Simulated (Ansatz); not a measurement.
## SnSe (P4/nmm), an elastic constant from a strain scan

Method: DFT r2SCAN, scalar-relativistic, plane waves, PAW (Ansatz). Settings: plane waves to 500 eV, k-mesh 6×6×4 (Γ-centred), Gaussian smearing 0.05 eV. No spin polarisation. Energies are free energies at this smearing, counted from the undisturbed cell; pressure is positive in compression.

The undisturbed cell (as given, not relaxed at this level; it stands at 0.0 GPa; this form isn't the usual structure):

```
Sn Se
1.0
     4.28533    0.00000    0.00000
     0.00000    4.28533    0.00000
     0.00000    0.00000   10.99069
Sn Se
2 2
Direct
  0.50000 0.00000 0.37223
  0.00000 0.50000 0.62777
  0.50000 0.00000 0.61604
  0.00000 0.50000 0.38396
```

The cell holds layers and no dispersion correction was added, so their binding is poorly described.

The cell is strained by ε times the Voigt pattern (0, 0, 0, 1, 0, 0) (xx, yy, zz, yz, xz, xy; engineering shear) with fractional coordinates fixed. The cell holds 4 atoms in V0 = 201.83 Å³. The stress column is τ = (1/V0) dE/dε, got from the stress tensor σ (compression positive) at each point as −det(1 + εP) σ : P(1 + εP)⁻¹, with P the pattern as a tensor.

| ε | ΔE (meV/atom) | τ (GPa) |
| --- | --- | --- |
| -0.0525 | 3.477 | -0.421 |
| -0.0450 | 2.554 | -0.361 |
| -0.0375 | 1.773 | -0.300 |
| -0.0300 | 1.135 | -0.240 |
| -0.0225 | 0.638 | -0.180 |
| -0.0150 | 0.283 | -0.120 |
| -0.0075 | 0.071 | -0.060 |
| 0.0000 | 0.000 | 0.000 |
| 0.0075 | 0.071 | 0.060 |
| 0.0150 | 0.283 | 0.120 |
| 0.0225 | 0.638 | 0.180 |
| 0.0300 | 1.135 | 0.240 |
| 0.0375 | 1.773 | 0.300 |
| 0.0450 | 2.554 | 0.361 |
| 0.0525 | 3.477 | 0.421 |
| 0.0600 | ? | ? |

**Question.** Which combination of elastic constants does this scan measure, and how large is it?

**Answer.** For small ε, τ = τ0 + Kε with K = pᵀCp, which for this pattern is C44 in the Cartesian frame shown. The parabola through τ at ε = -0.0075, 0 and 0.0075 has slope K = 8.0 GPa at zero. The energies per cell, E = NΔE, of the wider pair ε = ±0.0300 give K = 2[E(ε₊)/ε₊ − E(ε₋)/ε₋]/[(ε₊ − ε₋)V0] = 8.0 GPa, in agreement. These are clamped-ion values.

**Question.** Predict the withheld row at ε = 0.0600 from the harmonic law, and compare.

**Answer.** ΔE = V0(τ0 ε + Kε²/2)/N = 4.538 meV/atom and τ = 0.48 GPa. The calculation gives 4.543 meV/atom and 0.48 GPa, a miss of 0.01 meV/atom at most, so the harmonic law still holds here.

Forces appear on the atoms along this scan, and letting them relax would lower the energy and soften the response.